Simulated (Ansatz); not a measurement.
# Fe: one candidate structure

Aim: relax Fe from this start, graphite type (P6_3/mmc, No. 194), and see where it ends.

Method: DFT r2SCAN, scalar-relativistic, plane waves, PAW, in Ansatz 0.2.0.

## 1. The system as given

Symmetry: P6_3/mmc, No. 194, hexagonal system. Conventional cell: a = 2.779 Å, b = 2.779 Å, c = 7.568 Å, α = 90.00°, β = 90.00°, γ = 120.00°. Around Fe (site symmetry -6m2) lie 3 Fe at 1.60 Å.

Coordinates:

```cif
data_structure
_symmetry_space_group_name_H-M 'P6_3/mmc'
_symmetry_Int_Tables_number 194
_cell_length_a 2.7785
_cell_length_b 2.7785
_cell_length_c 7.5676
_cell_angle_alpha 90.000
_cell_angle_beta 90.000
_cell_angle_gamma 120.000
_cell_volume 50.60
loop_
_atom_site_label
_atom_site_type_symbol
_atom_site_symmetry_multiplicity
_atom_site_Wyckoff_symbol
_atom_site_fract_x
_atom_site_fract_y
_atom_site_fract_z
_atom_site_occupancy
Fe1 Fe 2 b 0.00000 0.00000 0.25000 1
Fe2 Fe 2 d 0.33333 0.66667 0.75000 1
```

(A quick probe on a coarse mesh, which set the mesh and smearing, is not shown.)

## 3. A loose first relaxation

input.yaml

```yaml
crystal:
  lattice:
    - [2.778537622, 0.0, 0.0]
    - [-1.389268811, 2.4062841661, 0.0]
    - [0.0, 0.0, 7.5675618161]
  atoms:
    - { symbol: Fe, position: [0.0, 0.0, 0.25] }
    - { symbol: Fe, position: [0.0, 0.0, 0.75] }
    - { symbol: Fe, position: [0.3333333333, 0.6666666667, 0.75] }
    - { symbol: Fe, position: [0.6666666667, 0.3333333333, 0.25] }
basis:
  ecutwfc: 500
kpoints:
  mp_grid: { grid: [9, 9, 2] }
hamiltonian:
  xc: r2scan
scf:
  occupations: { method: gaussian, width: 0.1 }
  lower_state_search: "off"
output:
  forces: true
  stress: true
  eigenvalues: true
relax:
  adjacent_minimum: "off"
  f_tol: 0.04
  max_steps: 70
  cell: { stress_tol: 0.4 }
```

The session goes on with these runs: a loose first relaxation; relaxing cell and atoms.

Before running it: what results should come out?

The runs gave:

```
       quantity                                                                       value
           cell  a = 3.671 Å, b = 3.671 Å, c = 4.210 Å, α = 90.00°, β = 90.00°, γ = 120.00°
    space group                                                          P6_3/mmc (No. 194)
         volume                                                               12.28 Å³/atom
gap on the mesh                                                                none (metal)
```

**Reading.** The space group stayed P6_3/mmc, and from the first guess the volume went from 12.65 to 12.28 Å³/atom. A spin-polarised run here lost its starting moments, which speaks against magnetism, though one start doesn't rule it out.
